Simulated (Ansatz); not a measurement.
# CuI: properties at the relaxed cell

One table from this session's results is given with a row withheld; the runs are named, their logs left out.

The COD entry's cell or inner coordinates are ideal or old and differ from later refinements, so a difference from it is no clean test against experiment.

Computed with Ansatz 0.2.0 (DFT PBE, scalar-relativistic, plane waves, PAW, unless a step's input says otherwise).

1 further run of the same task is left out (set aside as unsound or not needed).

## The structure to begin with

Symmetry: F-43m, No. 216, cubic system. The conventional cell has a = 6.078 Å, b = 6.078 Å, c = 6.078 Å, α = 90.00°, β = 90.00°, γ = 90.00°. Cu (site symmetry -43m) has 4 I at 2.63 Å as nearest neighbours. I (site symmetry -43m) has 4 Cu at 2.63 Å as nearest neighbours.

Structure file:

```cif
data_structure
_symmetry_space_group_name_H-M 'F-43m'
_symmetry_Int_Tables_number 216
_cell_length_a 6.0780
_cell_length_b 6.0780
_cell_length_c 6.0780
_cell_angle_alpha 90.000
_cell_angle_beta 90.000
_cell_angle_gamma 90.000
_cell_volume 224.53
loop_
_atom_site_label
_atom_site_type_symbol
_atom_site_symmetry_multiplicity
_atom_site_Wyckoff_symbol
_atom_site_fract_x
_atom_site_fract_y
_atom_site_fract_z
_atom_site_occupancy
Cu1 Cu 4 d 0.25000 0.25000 0.75000 1
I1 I 4 a 0.00000 0.00000 0.00000 1
```

This cell was relaxed beforehand with the same method: volume 28.07 Å³/atom, gap on the mesh 1.10 eV.

Set-up of the first run:

Contents of input.yaml:

```yaml
crystal:
  lattice:
    - [0.0, 3.0390034073, 3.0390034073]
    - [3.0390034073, 0.0, 3.0390034073]
    - [3.0390034073, 3.0390034073, 0.0]
  atoms:
    - { symbol: Cu, position: [0.25, 0.25, 0.25] }
    - { symbol: I, position: [0.0, 0.0, 0.0] }
basis:
  ecutwfc: 420
kpoints:
  mp_grid: { grid: [8, 8, 8] }
  band_path:
    path:
      - [[0.0, 0.0, 0.0], [-0.5, -0.5, 0.0], [-0.375, -0.375, 0.25]]
      - [[-0.375, 0.0, 0.375], [0.0, 0.0, 0.0], [0.0, 0.0, 0.5], [-0.5, -0.25, 0.25], [-0.5, -0.5, 0.0]]
    npoints: 14
hamiltonian:
  xc: pbe
scf:
  occupations: { method: gaussian, width: 0.02 }
  n_extra_bands: 6
output:
  forces: true
  stress: true
  eigenvalues: true
  populations: true
  dos: { projected: true, de: 0.02, nscf_kmesh: { grid: [12, 12, 12] } }
  bader: true
  write_density: true
  write_potential: true
  elf: true
  volumetric_format: npy
```

The run is started by

```console
$ ansatz run input.yaml --threads 1 --pin off --max-ram 2560MiB --backend cpu --events-out ev --progress --plain --runs-dir out
```

Steps of the session up to this table: Bands, states and charges; Seeking the band edges over the whole zone; Levels beside the edges; The cell scaled to 0.97 of its volume; Volume × 1.03; Point at V/V0 = 0.94; Point at V/V0 = 1.06.

One of the session's tables, all rows but one given; the rest of the session is left out.

It belongs to the step «Fit of the equation of state». 

```
volume (Å³/atom)  energy above the lowest point (meV/atom)  pressure (GPa)  gap on the mesh (eV)
          26.383                                      14.2            2.86                  1.27
          27.225                                         ?               ?                     ?
          28.067                                       0.0            0.02                  1.10
          28.909                                       2.8           -1.05                  1.03
          29.751                                      10.7           -1.93                  0.96
```

Estimate the missing values for volume (Å³/atom) = 27.225.

Worked estimate for «energy above the lowest point (meV/atom)». A straight line through the neighbours (26.383, 14.2) and (28.067, 0.0) gives 14.2 + (0.0 − 14.2) × (27.225 − 26.383) / (28.067 − 26.383) = 7.1; a parabola fitted to 3 rows on both sides gives 3.8.

**Answer.** energy above the lowest point (meV/atom): 3.4; pressure (GPa): 1.31; gap on the mesh (eV): 1.18. In «energy above the lowest point (meV/atom)» the line misses by +3.7 and the parabola by +0.4.
